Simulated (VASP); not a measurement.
# As (Cmce) in VASP: equation of state

How stiff is As in PBEsol, and what volume does it want? The cell is scaled to several volumes.

Program: VASP 6.6.1. These are calculated values, not measurements. Logs are shortened: lines on timing, memory, paths and dates and some standing lists are left out, and cuts for length are marked.

### 1 The structure

It takes space group Cmce (No. 64, orthorhombic). The conventional cell has a = 3.650 Å, b = 11.000 Å, c = 4.470 Å, α = 90.00°, β = 90.00°, γ = 90.00°. Around As (site symmetry m) lie 3 As at 2.48 to 2.49 Å.

This isn't the form of As at room conditions, which is rhombohedral.

### 2 Equation of state, PBEsol, 21.09 Å³/atom (volume scaled by 0.94)

INCAR

```
SYSTEM = As
  PREC = Accurate
  ENCUT = 520
  EDIFF = 1E-7
  ISMEAR = -1
  SIGMA = 0.05
  LREAL = .False.
  LASPH = .True.
  NELM = 100
  ALGO = Normal
  ISIF = 2
  LWAVE = .False.
  LCHARG = .False.
  GGA = PS
  NBANDS = 18
```

KPOINTS

```
regular mesh
0
Gamma
  8 8 6
  0 0 0
```

POSCAR

```
As
1.0
    1.7877446484     -5.3877235979      0.0000000000
    1.7877446484      5.3877235979      0.0000000000
    0.0000000000      0.0000000000      4.3787499060
As
4
Direct
    0.3900000000      0.6100000000      0.5600000000
    0.8900000000      0.1100000000      0.9400000000
    0.6100000000      0.3900000000      0.4400000000
    0.1100000000      0.8900000000      0.0600000000
```

Potentials or basis: VASP PAW PBE potentials, release 64 (As).

Launch:

```bash
> cat potpaw_PBE.64/As/POTCAR > POTCAR
> mpirun -np 1 vasp_std > vasp.out
```

OUTCAR:

```text
SYSTEM = As
   PREC = Accurate
   ENCUT = 520
   EDIFF = 1E-7
   ISMEAR = -1
   LREAL = .False.
   LASPH = .True.
   NELM = 100
   ISIF = 2
   GGA = PS

 Found     84 irreducible k-points:

 Following reciprocal coordinates:
            Coordinates               Weight
  0.000000  0.000000  0.000000      1.000000
  0.125000 -0.000000  0.000000      4.000000
  0.250000 -0.000000  0.000000      4.000000
  0.375000  0.000000  0.000000      4.000000
  0.500000 -0.000000  0.000000      2.000000
  0.125000  0.125000  0.000000      2.000000
   k-points           NKPTS =     84   k-points in BZ     NKDIM =     84   number of bands    NBANDS=     18
   number of dos      NEDOS =    301   number of ions     NIONS =      4
   total plane-waves  NPLWV =  63504
   dimension x,y,z NGX =    42 NGY =   42 NGZ =   36
   dimension x,y,z NGXF=    84 NGYF=   84 NGZF=   72
   ions per type =               4
   NGX,Y,Z   is equivalent  to a cutoff of  12.30, 12.30, 13.67 a.u.
   NGXF,Y,Z  is equivalent  to a cutoff of  24.60, 24.60, 27.34 a.u.
 SYSTEM =  As
   PREC   = accura    normal or accurate (medium, high low for compatibility)
   ISTART =      0    job   : 0-new  1-cont  2-samecut
   ICHARG =      2    charge: 1-file 2-atom 10-const
   ISPIN  =      1    spin polarized calculation?
   LNONCOLLINEAR =      F non collinear calculations
   LSORBIT =      F    spin-orbit coupling
   LASPH  =      T    aspherical Exc in radial PAW
   ENCUT  =  520.0 eV  38.22 Ry    6.18 a.u.  10.55 10.55  8.14*2*pi/ulx,y,z
   NELM   =    100;   NELMIN=  2; NELMDL= -5     # of ELM steps
   EDIFF  = 0.1E-06   stopping-criterion for ELM
   LREAL  =      F    real-space projection
   EDIFFG = 0.1E-05   stopping-criterion for IOM
   NSW    =      0    number of steps for IOM
   IBRION =     -1    ionic relax: 0-MD 1-quasi-New 2-CG
   NFREE  =      0    steps in history (QN), initial steepest desc. (CG)
   ISIF   =      2    stress and relaxation
   ISYM   =      2    0-nonsym 1-usesym 2-fastsym
   POTIM  = 0.5000    time-step for ionic-motion
   TEBEG  =    0.0;   TEEND  =   0.0 temperature during run
   PSTRESS=    0.0 pullay stress
   NELECT =      20.0000    total number of electrons
   NUPDOWN=      -1.0000    fix difference up-down
   EMIN   =  10.00;   EMAX   =-10.00  energy-range for DOS
   EFERMI =   0.00;   METHOD = LEGACY
   ISMEAR =    -1;   SIGMA  =   0.05  broadening in eV -4-tet -1-fermi 0-gaus
   EFERMI_NEDOS =   21; number of points for ismear=-14 and -15
   IALGO  =     38    algorithm
   IMIX   =      4    mixing-type and parameters
     AMIX     =   0.40;   BMIX     =  1.00
     AMIX_MAG =   1.60;   BMIX_MAG =  1.00
  volume/ion in A,a.u.               =      21.09       142.31
  Fermi-wavevector in a.u.,A,eV,Ry     =   1.013261  1.914785 13.969063  1.026697
  Thomas-Fermi vector in A             =   2.146419
   LORBIT       =      0    0 simple, 1 ext, 2 COOP (PROOUT), +10 PAW based schemes
   GGA     = PS    functional components
   LHFCALC =     F    Hartree Fock is set to
   AEXX    =    0.0000 exact exchange contribution
   IVDW    =     0    specifies the selected vdW correction
   LEPSILON=     F    determine dielectric tensor
   LRPA    =     F    only Hartree local field effects (RPA)
 non-spin polarized calculation
  energy-cutoff  :      520.00
  volume of cell :       84.35
 maximum number of plane-waves:      2295
   NGX = 21   NGY = 21   NGZ = 17

 number of electron      19.9999999 magnetization

 Free energy of the ion-electron system (eV)
  ---------------------------------------------------
  ext. energy  EPLUGINS =         0.00000000
  ---------------------------------------------------
  free energy    TOTEN  =       -20.15358224 eV

  energy without entropy =      -20.14943134  energy(sigma->0) =      -20.15150679

 E-fermi :   5.3258     XC(G=0): -10.1671

 val. band max:        5.2934819956   @ k =   0.5000   0.3750   0.0000
 cond. band min:       5.3304934089   @ k =   0.5000   0.3750   0.0000
 fundamental gap:      0.0370114133
 Fermi energy:         5.3257891981

 k-point     1 :       0.0000    0.0000    0.0000
  band No.  band energies     occupation
      1     -10.0194      2.00000
      2      -6.9922      2.00000
      3      -4.1437      2.00000
      4      -1.1936      2.00000
      5      -0.3850      2.00000
      6       0.6690      2.00000
[... 10 lines left out ...]
     17      12.4531      0.00000
     18      12.7504      0.00000

 k-point     2 :       0.1250   -0.0000    0.0000
  band No.  band energies     occupation
      1      -9.8436      2.00000
      2      -6.8566      2.00000
      3      -4.3354      2.00000
      4      -0.9889      2.00000
      5      -0.9204      2.00000
      6       0.8518      2.00000
[... 10 lines left out ...]
     17      11.3148      0.00000
     18      12.3865      0.00000

 k-point     3 :       0.2500   -0.0000    0.0000
  band No.  band energies     occupation
      1      -9.3228      2.00000
      2      -6.4467      2.00000
      3      -5.0063      2.00000
      4      -2.1822      2.00000
      5      -0.3939      2.00000
      6       0.9418      2.00000
[... 10 lines left out ...]
     17      11.4532      0.00000
     18      12.2700      0.00000

 k-point     4 :       0.3750    0.0000    0.0000
  band No.  band energies     occupation
      1      -8.4801      2.00000
      2      -6.1247      2.00000
      3      -5.7571      2.00000
      4      -3.5682      2.00000
      5       0.5082      2.00000
      6       1.0322      2.00000
[... 10 lines left out ...]
     17      12.5447      0.00000
     18      12.8407      0.00000

 k-point     5 :       0.5000   -0.0000    0.0000
  band No.  band energies     occupation
      1      -7.3713      2.00000
      2      -7.3713      2.00000
      3      -4.7894      2.00000
      4      -4.7894      2.00000
      5       1.2708      2.00000
      6       1.2708      2.00000
[... 10 lines left out ...]
     17      12.9671      0.00000
     18      12.9671      0.00000

 k-point     6 :       0.1250    0.1250    0.0000
  band No.  band energies     occupation
      1      -9.3650      2.00000
      2      -6.3184      2.00000
      3      -4.9945      2.00000
      4      -2.2228      2.00000
      5      -0.5783      2.00000
      6       0.9275      2.00000
[... 10 lines left out ...]
     17      11.5250      0.00000
     18      13.1090      0.00000

 [... further k-points ...]

------------------------ aborting loop because EDIFF is reached ----------------------------------------

  FORCE on cell =-STRESS in cart. coord.  units (eV):
  Direction    XX          YY          ZZ          XY          YZ          ZX
  --------------------------------------------------------------------------------------
  -------------------------------------------------------------------------------------
  Total        3.3484656      2.7571265      2.0497842      0.0000000     -0.0000000      0.0000000
  in kB       63.6012266     52.3692485     38.9338903      0.0000000     -0.0000000      0.0000000
  external PRESSURE =      51.6347885 kB  Pullay stress =       0.0000000 kB

 VOLUME and BASIS-vectors are now :
 -----------------------------------------------------------------------------
  energy-cutoff  :      520.00
  volume of cell :       84.35
      direct lattice vectors                 reciprocal lattice vectors
     1.787744648 -5.387723598  0.000000000     0.279682001 -0.092803573  0.000000000
     1.787744648  5.387723598  0.000000000     0.279682001  0.092803573  0.000000000
     0.000000000  0.000000000  4.378749906     0.000000000  0.000000000  0.228375683

 POSITION                                       TOTAL-FORCE (eV/Angst)
 -----------------------------------------------------------------------------------
      1.78774      1.18530      2.45210         0.000000      0.539728     -0.315258
      1.78774     -4.20242      4.11602         0.000000      0.539728      0.315258
      1.78774     -1.18530      1.92665         0.000000     -0.539728      0.315258
      1.78774      4.20242      0.26272         0.000000     -0.539728     -0.315258
 -----------------------------------------------------------------------------------
    total drift:                               -0.000000     -0.000000     -0.000000

  FREE ENERGIE OF THE ION-ELECTRON SYSTEM (eV)
  ---------------------------------------------------
  free  energy   TOTEN  =       -20.1535822368 eV

  energy  without entropy=      -20.1494313362  energy(sigma->0) =      -20.15150679
```

It took 55 s on 1 thread of Intel Xeon 6975P-C (Granite Rapids), shared host; peak memory 0.28 GiB.

Results:

```yaml
Free_energy: -20.1536 eV
Pressure: 5.2 GPa
Largest_force: 0.625 eV/Å
Band_gap_on_the_k_mesh: none (metal or under the smearing width)
```

Caveat: the PAW data sets were made with another functional, which shifts forces and pressure a little.

### 3 Equation of state, PBEsol, 21.54 Å³/atom (volume scaled by 0.96)

INCAR is that of step 2.

KPOINTS is that of step 2.

POSCAR

```
As
1.0
    1.8003348143     -5.4256665635      0.0000000000
    1.8003348143      5.4256665635      0.0000000000
    0.0000000000      0.0000000000      4.4095871889
As
4
Direct
    0.3900000000      0.6100000000      0.5600000000
    0.8900000000      0.1100000000      0.9400000000
    0.6100000000      0.3900000000      0.4400000000
    0.1100000000      0.8900000000      0.0600000000
```

Potentials or basis: VASP PAW PBE potentials, release 64 (As).

Launch:

```bash
> cat potpaw_PBE.64/As/POTCAR > POTCAR
> mpirun -np 1 vasp_std > vasp.out
```

Run time: 75 s. Hardware: 1 thread of Intel Xeon 6975P-C (Granite Rapids), shared host; peak memory 0.31 GiB.

Results (log left out):

| Quantity | Value |
| --- | --- |
| Free energy | -20.2008 eV |
| Pressure | 3.3 GPa |
| Largest force | 0.428 eV/Å |
| Band gap on the k mesh | none (metal or under the smearing width) |

Caveat: the PAW data sets were made with another functional, which shifts forces and pressure a little.

### 4 Equation of state, PBEsol, 21.99 Å³/atom (volume scaled by 0.98)

INCAR is that of step 3.

KPOINTS is that of step 3.

POSCAR

```
As
1.0
    1.8127513088     -5.4630861361      0.0000000000
    1.8127513088      5.4630861361      0.0000000000
    0.0000000000      0.0000000000      4.4399990961
As
4
Direct
    0.3900000000      0.6100000000      0.5600000000
    0.8900000000      0.1100000000      0.9400000000
    0.6100000000      0.3900000000      0.4400000000
    0.1100000000      0.8900000000      0.0600000000
```

Launch:

```bash
> cat potpaw_PBE.64/As/POTCAR > POTCAR
> mpirun -np 1 vasp_std > vasp.out
```

Wall time 87 s (1 thread of Intel Xeon 6975P-C (Granite Rapids), shared host); peak memory 0.33 GiB.

The run converged. Its results:

| Property | Result |
| --- | --- |
| Free energy | -20.2283 eV |
| Pressure | 1.6 GPa |
| Largest force | 0.252 eV/Å |
| Band gap on the k mesh | none (metal or under the smearing width) |

Caveat: the PAW data sets were made with another functional, which shifts forces and pressure a little.

### 5 Equation of state, PBEsol, 22.88 Å³/atom (volume scaled by 1.02)

INCAR is that of step 4.

KPOINTS is that of step 4.

POSCAR

```
As
1.0
    1.8370864449     -5.5364249026      0.0000000000
    1.8370864449      5.5364249026      0.0000000000
    0.0000000000      0.0000000000      4.4996035117
As
4
Direct
    0.3900000000      0.6100000000      0.5600000000
    0.8900000000      0.1100000000      0.9400000000
    0.6100000000      0.3900000000      0.4400000000
    0.1100000000      0.8900000000      0.0600000000
```

Launch:

```bash
> cat potpaw_PBE.64/As/POTCAR > POTCAR
> mpirun -np 1 vasp_std > vasp.out
```

Run time: 74 s. Hardware: 1 thread of Intel Xeon 6975P-C (Granite Rapids), shared host; peak memory 0.32 GiB.

Results (log left out):

```yaml
Free_energy: -20.2316 eV
Pressure: -1.2 GPa
Largest_force: 0.149 eV/Å
Band_gap_on_the_k_mesh: 0.04 eV, indirect (least direct gap 0.12 eV)
```

Caveat: the PAW data sets were made with another functional, which shifts forces and pressure a little.

### 6 Equation of state, PBEsol, 23.33 Å³/atom (volume scaled by 1.04)

INCAR is that of step 5.

KPOINTS is that of step 5.

POSCAR

```
As
1.0
    1.8490159120     -5.5723767210      0.0000000000
    1.8490159120      5.5723767210      0.0000000000
    0.0000000000      0.0000000000      4.5288225351
As
4
Direct
    0.3900000000      0.6100000000      0.5600000000
    0.8900000000      0.1100000000      0.9400000000
    0.6100000000      0.3900000000      0.4400000000
    0.1100000000      0.8900000000      0.0600000000
```

Potentials or basis: VASP PAW PBE potentials, release 64 (As).

Launch:

```bash
> cat potpaw_PBE.64/As/POTCAR > POTCAR
> mpirun -np 1 vasp_std > vasp.out
```

It took 92 s on 1 thread of Intel Xeon 6975P-C (Granite Rapids), shared host; peak memory 0.32 GiB.

The run converged. Its results:

* Free energy: -20.2107 eV
* Pressure: -2.5 GPa
* Largest force: 0.276 eV/Å
* Band gap on the k mesh: 0.07 eV, indirect (least direct gap 0.15 eV)

Caveat: the PAW data sets were made with another functional, which shifts forces and pressure a little.

### 7 Equation of state, PBEsol, 23.78 Å³/atom (volume scaled by 1.06)

INCAR is that of step 6.

KPOINTS is that of step 6.

POSCAR

```
As
1.0
    1.8607934009     -5.6078705233      0.0000000000
    1.8607934009      5.6078705233      0.0000000000
    0.0000000000      0.0000000000      4.5576693162
As
4
Direct
    0.3900000000      0.6100000000      0.5600000000
    0.8900000000      0.1100000000      0.9400000000
    0.6100000000      0.3900000000      0.4400000000
    0.1100000000      0.8900000000      0.0600000000
```

Launch:

```bash
> cat potpaw_PBE.64/As/POTCAR > POTCAR
> mpirun -np 1 vasp_std > vasp.out
```

Wall time 77 s (1 thread of Intel Xeon 6975P-C (Granite Rapids), shared host); peak memory 0.32 GiB.

Results (log left out):

```yaml
Free_energy: -20.1767 eV
Pressure: -3.6 GPa
Largest_force: 0.408 eV/Å
Band_gap_on_the_k_mesh: 0.10 eV, indirect (least direct gap 0.18 eV)
```

Caveat: the PAW data sets were made with another functional, which shifts forces and pressure a little.

### 8 Equation of state, PBEsol

This step only gathers the single runs of the series.

Results:

```yaml
Equilibrium_volume: 22.47 Å³/atom
Bulk_modulus_at_fixed_shape_and_positions: 71 GPa
Pressure_derivative_of_the_bulk_modulus: 4.2
```

Energy against volume, from the lowest point:
```csv
volume (Å³/atom),energy (meV/atom)
21.088,21.10
21.536,9.28
21.985,2.42
22.434,0.00
22.882,1.60
23.331,6.82
23.780,15.31
```

Caveat: the cell was scaled at fixed shape and fractional positions, which overstates the stiffness of a crystal with free parameters, most of all of layers and chains; the PAW data sets were made with another functional, which shifts forces and pressure a little.
